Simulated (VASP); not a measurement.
Here is a VASP 6.6.1 calculation.

POSCAR

```
ZnO
1.0
    3.2493080000      0.0000000000      0.0000000000
   -1.6246540000      2.8139832727      0.0000000000
    0.0000000000      0.0000000000      5.2057090000
Zn O
2 2
Direct
    0.6666666667      0.3333333333      0.0000000000
    0.3333333333      0.6666666667      0.5000000000
    0.3333333333      0.6666666667      0.8790100000
    0.6666666667      0.3333333333      0.3790100000
```

INCAR.step1

```
SYSTEM = ZnO
PREC     = Accurate       ! precision mode
ENCUT    = 520            ! plane-wave cutoff, eV
EDIFF    = 1E-5           ! SCF threshold, eV
ISMEAR   = 0              ! smearing method
SIGMA    = 0.02           ! smearing width, eV
LREAL    = .FALSE.        ! projectors in reciprocal space
LASPH    = .TRUE.         ! aspherical terms in the spheres
NELM     = 60             ! most SCF steps
ALGO     = Normal         ! electronic algorithm
ISIF     = 2              ! what is computed and relaxed
LWAVE    = .TRUE.         ! write WAVECAR
LCHARG   = .FALSE.        ! write CHGCAR
GGA      = PE             ! functional
KPAR     = 4
```

File INCAR.step2:

```
SYSTEM = ZnO
PREC     = Accurate       ! precision mode
ENCUT    = 520            ! plane-wave cutoff, eV
EDIFF    = 1E-6           ! SCF threshold, eV
ISMEAR   = 0              ! smearing method
SIGMA    = 0.02           ! smearing width, eV
LREAL    = .FALSE.        ! projectors in reciprocal space
LASPH    = .TRUE.         ! aspherical terms in the spheres
NELM     = 60             ! most SCF steps
ALGO     = Normal         ! electronic algorithm
ISIF     = 2              ! what is computed and relaxed
LWAVE    = .FALSE.        ! write WAVECAR
LCHARG   = .FALSE.        ! write CHGCAR
GGA      = PE             ! functional
LHFCALC  = .TRUE.         ! exact exchange
AEXX     = 0.25           ! exact-exchange fraction
PRECFOCK = Fast         
ISTART   = 1            
HFRCUT   = -1           
KPAR     = 4
```

KPOINTS

```
regular mesh
0
G
  6 6 4
  0 0 0
```

KPOINTS_OPT

```
path GMKGALHA,LM,KH
8
line-mode
reciprocal
 0.0000000000  0.0000000000  0.0000000000  G
 0.5000000000  0.0000000000  0.0000000000  M

 0.5000000000  0.0000000000  0.0000000000  M
 0.3333333333  0.3333333333  0.0000000000  K

 0.3333333333  0.3333333333  0.0000000000  K
 0.0000000000  0.0000000000  0.0000000000  G

 0.0000000000  0.0000000000  0.0000000000  G
 0.0000000000  0.0000000000  0.5000000000  A

 0.0000000000  0.0000000000  0.5000000000  A
 0.5000000000  0.0000000000  0.5000000000  L

 0.5000000000  0.0000000000  0.5000000000  L
 0.3333333333  0.3333333333  0.5000000000  H

 0.3333333333  0.3333333333  0.5000000000  H
 0.0000000000  0.0000000000  0.5000000000  A

 0.5000000000  0.0000000000  0.5000000000  L
 0.5000000000  0.0000000000  0.0000000000  M

 0.3333333333  0.3333333333  0.0000000000  K
 0.3333333333  0.3333333333  0.5000000000  H
```

Potentials or basis: VASP PAW PBE potentials, release 64 (Zn, O).

Launch:

```console
$ cat potpaw_PBE.64/Zn/POTCAR potpaw_PBE.64/O/POTCAR > POTCAR
$ cp INCAR.step1 INCAR
$ mpirun -np 4 vasp_std > vasp.out
$ cp INCAR.step2 INCAR
$ mpirun -np 4 vasp_std > vasp.out
```

**Question.** Estimate the band gap on the k mesh.

**Answer.** 3.17 eV, direct.

**Question.** What does it give for the band gap along the path?

**Answer.** 3.17 eV, direct.

**Question.** Estimate the largest force.

**Answer.** 0.082 eV/Å.

**Question.** Estimate the pressure.

**Answer.** 1.5 GPa.

Forces on the atoms (eV/Å):
```
Zn   0.000  0.000 -0.082
Zn   0.000  0.000 -0.082
O    0.000  0.000  0.082
O    0.000  0.000  0.082
```

Caveat: the PAW data sets were made with another functional, which shifts forces and pressure a little.

**What was measured.**

From “Electronic structure of alkaline earth and post-transition metal oxides”, 2009, arxiv:0908.1581, for a bulk crystal of ZnO: band gap 3.37 eV.

Measured gap of ZnO: 3.37 eV (quoted in “Electronic structure of alkaline earth and post-transition metal oxides”, 2009, arxiv:0908.1581). This calculation gives 3.17 eV (-0.20 eV). The value is that of PBE0, without temperature or zero-point motion.
